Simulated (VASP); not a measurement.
Input of a VASP 6.6.1 run:

INCAR

```
PREC = Accurate
ENCUT = 700
EDIFF = 1E-6
ISMEAR = 0
SIGMA = 0.1
LREAL = F
LASPH = T
NELM = 80
ALGO = Normal
ISIF = 2
LWAVE = F
LCHARG = F
GGA = PS
NBANDS = 14
```

Contents of KPOINTS:

```
regular mesh
0
Gamma
  16 16 16
```

POSCAR

```
TaC
1.0
    0.0000000000      2.2213700000      2.2213700000
    2.2213700000      0.0000000000      2.2213700000
    2.2213700000      2.2213700000      0.0000000000
Ta C
1 1
Direct
    1.0000000000      1.0000000000      1.0000000000
    0.5000000000      0.5000000000      0.5000000000
```

Potentials or basis: VASP PAW PBE potentials, release 64 (Ta_pv, C).

The run is started by

```bash
$ cat potpaw_PBE.64/Ta_pv/POTCAR potpaw_PBE.64/C/POTCAR > POTCAR
$ mpirun -np 1 vasp_std > vasp.out
```

(1) What does it give for the pressure?

(2) Predict the band gap on the k mesh.

Results:

(1) 0.0 GPa.

(2) none (metal or under the smearing width).

Caveat: the PAW data sets were made with another functional, which shifts forces and pressure a little.
